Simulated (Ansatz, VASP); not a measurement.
## TaN in VASP and in Ansatz

INCAR

```
PREC     = Accurate       # precision mode
ENCUT    = 520            # plane-wave cutoff, eV
EDIFF    = 1E-6           # SCF threshold, eV
ISMEAR   = -1             # smearing method
SIGMA    = 0.02           # smearing width, eV
LREAL    = False          # projectors in reciprocal space
LASPH    = True           # aspherical terms in the spheres
NELM     = 60             # most SCF steps
ALGO     = Normal         # electronic algorithm
ISIF     = 2              # what is computed and relaxed
LWAVE    = False          # write WAVECAR
LCHARG   = False          # write CHGCAR
GGA      = PS             # functional
NBANDS   = 15             # bands
```

File KPOINTS:

```
regular mesh
0
Gamma
  12 12 10
```

File POSCAR:

```
TaN
1.0
    2.9379988584      0.0000000000      0.0000000000
   -1.4689994292      2.5443816477      0.0000000000
    0.0000000000      0.0000000000      2.9406600000
Ta N
1 1
Direct
    0.3333333333      0.6666666667      0.5000000000
    0.0000000000      0.0000000000      0.0000000000
```

Input for Ansatz:

```yaml
crystal:
  lattice:
    - [2.9379988584, 0.0, 0.0]
    - [-1.4689994292, 2.5443816477, 0.0]
    - [0.0, 0.0, 2.94066]
  atoms:
    - { symbol: Ta, position: [0.3333333333, 0.6666666667, 0.5] }
    - { symbol: "N", position: [0.0, 0.0, 0.0] }
kpoints:
  mp_grid: { grid: [12, 12, 10] }
  band_path:
    path:
      - [0.0, 0.0, 0.0]
      - [0.5, 0.0, 0.0]
      - [0.3333333333, 0.3333333333, 0.0]
      - [0.0, 0.0, 0.0]
      - [0.0, 0.0, 0.5]
      - [0.5, 0.0, 0.5]
      - [0.3333333333, 0.3333333333, 0.5]
      - [0.0, 0.0, 0.5]
      - [0.5, 0.0, 0.5]
    npoints: 5
scf:
  occupations: { method: fermi_dirac, width: 0.02 }
hamiltonian:
  xc: pbesol
  pseudopotentials: { kind: all_electron, lapw: { basis_error: 0.0005 } }
output:
  forces: true
  stress: true
  eigenvalues: true
```

Change from the starting cell: zz strain of +2 %.

Alike in both runs: task single point; functional PBEsol; k mesh 12 × 12 × 10; occupations fermi-dirac, width 0.02 eV; no spin polarisation.

```csv
,VASP,Ansatz
version,VASP 6.6.1,Ansatz 0.2.0
potentials or method,"VASP PAW PBE potentials, release 64 (Ta_pv, N)","all-electron LAPW, scalar-relativistic"
plane-wave cutoff (eV),520,see its input
```

```tsv
	VASP	Ansatz	Ansatz less VASP
pressure (GPa)	-11.1	-11.6	-0.54
largest component of the traceless stress (GPa)	8.64	8.73	+0.087
```

Ansatz ran all-electron here, so the differences hold the error of VASP's frozen core and of both bases.

Caveats: the PAW data sets were made with another functional, which shifts forces and pressure a little (VASP). The runs have no spin-orbit coupling, so splittings on Ta are missing.
